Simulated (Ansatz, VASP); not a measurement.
Two plane-wave programs on Na4F

```
Na F
1.0
    -3.17474    3.17474    3.17474
     3.17474   -3.17474    3.17474
     3.17474    3.17474   -3.17474
Na F
4 1
Direct
  0.50000 0.50000 0.50000
  0.00000 0.00000 0.50000
  0.00000 0.50000 0.00000
  0.50000 0.00000 0.00000
  0.00000 0.00000 0.00000
```

Alike in both runs: functional PBE; k mesh 8 × 8 × 8; occupations gaussian, width 0.1 eV; no spin polarisation.

Ansatz relaxed the structure, and its values are those at the end. VASP's run is a single point on that final structure, the one shown.

```csv
,VASP,Ansatz
version,VASP 6.6.1,Ansatz 0.2.0
potentials or method,"VASP PAW PBE potentials, release 64 (Na_pv, F)","scalar-relativistic, plane waves, PAW"
plane-wave cutoff (eV),520,420
valence electrons in the cell,35,43
```

Ansatz gave:

| Item | Value |
| --- | --- |
| gap on the k mesh at the Fermi level (eV) | none |
| pressure (GPa) | 0.0 |

Task: Estimate VASP's values.

Result: gap on the k mesh at the Fermi level (eV): none; pressure (GPa): -0.1.

A gap of «none» marks a metal or a gap that the smearing closes. The two sets of potentials don't hold the same shells in valence.

Caveats: an odd number of electrons without spin polarisation forces a metal; a magnetic or distorted state may lie lower.
